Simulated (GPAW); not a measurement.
The system is CdF2.

```
CELL_PARAMETERS angstrom
0.00000 2.69400 2.69400
2.69400 0.00000 2.69400
2.69400 2.69400 0.00000
ATOMIC_POSITIONS crystal
Cd 0.00000 0.00000 0.00000
F 0.75000 0.75000 0.75000
F 0.25000 0.25000 0.25000
```

Base run:

| Item | Value |
| --- | --- |
| Program | GPAW 26.7.0 |
| Functional | PBE |
| Potentials or basis | GPAW PAW data sets (gpaw-data 1.2.1) |
| Cutoff | 800 eV |
| Basis | pw |
| k mesh | 9 × 9 × 9 |
| Occupations | fermi-dirac, width 0.05 eV |
| Spin | no spin polarisation |

Its results: band gap on the k mesh 3.10 eV, indirect (least direct gap 3.54 eV); pressure 3.6 GPa.

Question: After a change of settings the same cell gave: band gap on the k mesh 2.93 eV, indirect (least direct gap 3.36 eV); pressure -2.1 GPa. Which change was it?
A. functional from PBE to PBEsol; potentials or basis from GPAW PAW data sets (gpaw-data 1.2.1) to PAW data sets generated in the run's folder for this functional
B. functional from PBE to LDA; potentials or basis from GPAW PAW data sets (gpaw-data 1.2.1) to the program's PAW data sets (release 1.2.1) made for this functional
C. functional from PBE to r2SCAN

Answer: A.
